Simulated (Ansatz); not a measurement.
**Cs2AgBiBr6 in Ansatz: the effect of functional**

The system is Cs2AgBiBr6.

```
Bi Cs Ag Br
1.0
     0.00000    5.61610    5.61610
     5.61610    0.00000    5.61610
     5.61610    5.61610    0.00000
Bi Cs Ag Br
1 2 1 6
Direct
  0.00000 0.00000 0.00000
  0.75000 0.75000 0.75000
  0.25000 0.25000 0.25000
  0.50000 0.50000 0.50000
  0.74945 0.74945 0.25055
  0.25055 0.25055 0.74945
  0.74945 0.25055 0.25055
  0.74945 0.25055 0.74945
  0.25055 0.74945 0.74945
  0.25055 0.74945 0.25055
```

Alike in all runs:

- Program: Ansatz 0.2.0
- Task: band structure
- Potentials or basis: Ansatz PAW
- k mesh: 4 × 4 × 4
- Occupations: fermi-dirac, width 0.05 eV
- Spin: no spin polarisation

**Question.** One run gave: gap on the mesh 1.34 eV; pressure 3.5 GPa; largest force 0.25 eV/Å. Which functional did it use?
A. BLYP
B. PBE
C. PBEsol
D. LDA
E. RPBE

**Answer.** E.

| functional | cutoff | gap on the mesh (eV) | pressure (GPa) | largest force (eV/Å) |
| --- | --- | --- | --- | --- |
| LDA | 420 eV (not typed: the program's choice for these potentials) | 1.10 | -1.5 | 0.33 |
| PBE | 420 eV (not typed: the program's choice for these potentials) | 1.26 | 1.9 | 0.29 |
| PBEsol | 420 eV (not typed: the program's choice for these potentials) | 1.17 | 0.0 | 0.30 |
| RPBE | 420 eV (not typed: the program's choice for these potentials) | 1.34 | 3.5 | 0.25 |
| revPBE | 420 eV (not typed: the program's choice for these potentials) | 1.32 | 3.1 | 0.26 |
| BLYP | 420 eV (not typed: the program's choice for these potentials) | 1.29 | 3.7 | 0.34 |
| r2SCAN | 500 eV (not typed: the program's choice for these potentials) | 1.67 | 1.0 | 0.24 |

Caveats: spin-orbit coupling is left out, which as a rule narrows the gap of such compounds by several tenths of an eV; the PAW data sets come from PBE, with cores solved anew for the run's functional, which leaves a small shift of forces and pressure (some runs).

